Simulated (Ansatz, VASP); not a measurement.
Two plane-wave programs on Co

```
CELL_PARAMETERS angstrom
2.45375 0.00000 0.00000
-1.22687 2.12501 0.00000
0.00000 0.00000 4.00837
ATOMIC_POSITIONS crystal
Co 0.33333 0.66667 0.74014
Co 0.66667 0.33333 0.25986
```

Alike in both runs: task single point; functional PBEsol; k mesh 12 × 12 × 7; occupations fermi-dirac, width 0.05 eV; collinear spin.

```csv
,VASP,Ansatz
version,VASP 6.6.1,Ansatz 0.2.0
potentials or method,"VASP PAW PBE potentials, release 64 (Co)",Ansatz PAW
plane-wave cutoff (eV),520,420
valence electrons in the cell,18,34
```

Ansatz gave:

- gap on the k mesh at the Fermi level (eV): none
- pressure (GPa): -0.7
- largest component of the traceless stress (GPa): 2.10
- rms of the force components (eV/Å): 0.338
- net moment per atom (μB): 1.59
- size of the moment on the site where the two differ most (μB): 1.65

Question: Which values does VASP return?

Answer: gap on the k mesh at the Fermi level (eV): none; pressure (GPa): -1.7; largest component of the traceless stress (GPa): 2.05; rms of the force components (eV/Å): 0.331; net moment per atom (μB): 1.58; size of the moment on the site where the two differ most (μB): 1.58.

Site moments also hang on the region over which each program counts them. Atom by atom the forces differ by 0.007 eV/Å (rms over components). A gap of «none» marks a metal or a gap that the smearing closes. The two sets of potentials don't hold the same shells in valence.

Caveats: the PAW data sets were made with another functional, which shifts forces and pressure a little (VASP); the PAW data sets come from PBE, with cores solved anew for the run's functional, which leaves a small shift of forces and pressure (Ansatz).
